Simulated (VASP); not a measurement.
Here is a VASP 6.6.1 calculation.

INCAR

```
ALGO     = Normal         # electronic algorithm
EDIFF    = 1E-7           # SCF threshold, eV
EDIFFG   = -0.005         # ionic threshold
ENCUT    = 600            # plane-wave cutoff, eV
IBRION   = 2              # ionic algorithm
ISIF     = 3              # what is computed and relaxed
ISMEAR   = 0              # smearing method
LASPH    = True           # aspherical terms in the spheres
LCHARG   = False          # write CHGCAR
LMIXTAU  = True         
LREAL    = False          # projectors in reciprocal space
LWAVE    = False          # write WAVECAR
METAGGA  = R2SCAN         # meta-GGA
NELM     = 80             # most SCF steps
NSW      = 90             # ionic steps
PREC     = Accurate       # precision mode
SIGMA    = 0.03           # smearing width, eV
```

KPOINTS

```
k-points
0
Gamma
  12 12 12
```

POSCAR

```
Si                                      
1.0
   -0.0000000000      2.7197934114      2.7197934114
    2.7197934114     -0.0000000000      2.7197934114
    2.7197934114      2.7197934114      0.0000000000
  Si            
     2
Direct
     0.7500000000000000    0.7500000000000000    0.7500000000000000
     0.5000000000000000    0.5000000000000000    0.5000000000000000
```

Potentials or basis: VASP PAW PBE potentials, release 64 (Si).

The run is started by

```console
$ cat potpaw_PBE.64/Si/POTCAR > POTCAR
$ mpirun -np 1 vasp_std > vasp.out
```

(1) What does it give for the band gap on the k mesh?

## Answers

(1) 0.78 eV, indirect (least direct gap 2.76 eV).

Caveat: the relaxation stopped at its first step, so nothing moved.
